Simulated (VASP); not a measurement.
The system is Ca.

```
Ca
1.0
    -2.24000    2.24000    2.24000
     2.24000   -2.24000    2.24000
     2.24000    2.24000   -2.24000
Ca
1
Direct
  0.00000 0.00000 0.00000
```

This isn't the form of Ca at room conditions, which is fcc.

- Program: VASP 6.6.1
- Task: relaxation of cell and atoms
- Functional: rev-vdW-DF2
- Potentials or basis: VASP PAW PBE potentials, release 64 (Ca_sv)
- Cutoff: 600 eV
- k mesh: 8 × 8 × 8
- Occupations: fermi-dirac, width 0.05 eV
- Spin: no spin polarisation

At the start: pressure -1.5 GPa; volume 44.96 Å³/atom.

How do energy, volume and symmetry change on relaxing?

Over 3 steps the energy falls by 21.8 meV/atom and the volume is 40.64 Å³/atom (-9.6 %); space group Im-3m (No. 229, to 0.05 Å).

The path:
| step | energy change (eV) | largest force (eV/Å) | pressure (GPa) | volume (Å³) |
| --- | --- | --- | --- | --- |
| 1 | 0.0000 | 0.0000 | -1.47 | 44.96 |
| 2 | -0.0179 | 0.0000 | -0.67 | 42.32 |
| 3 | -0.0218 | 0.0000 | -0.05 | 40.64 |

Final structure:
```
Ca
1.0
    -2.16584    2.16584    2.16584
     2.16584   -2.16584    2.16584
     2.16584    2.16584   -2.16584
Ca
1
Direct
  0.00000 0.00000 0.00000
```

Caveat: the PAW data sets were made with another functional, which shifts forces and pressure a little.
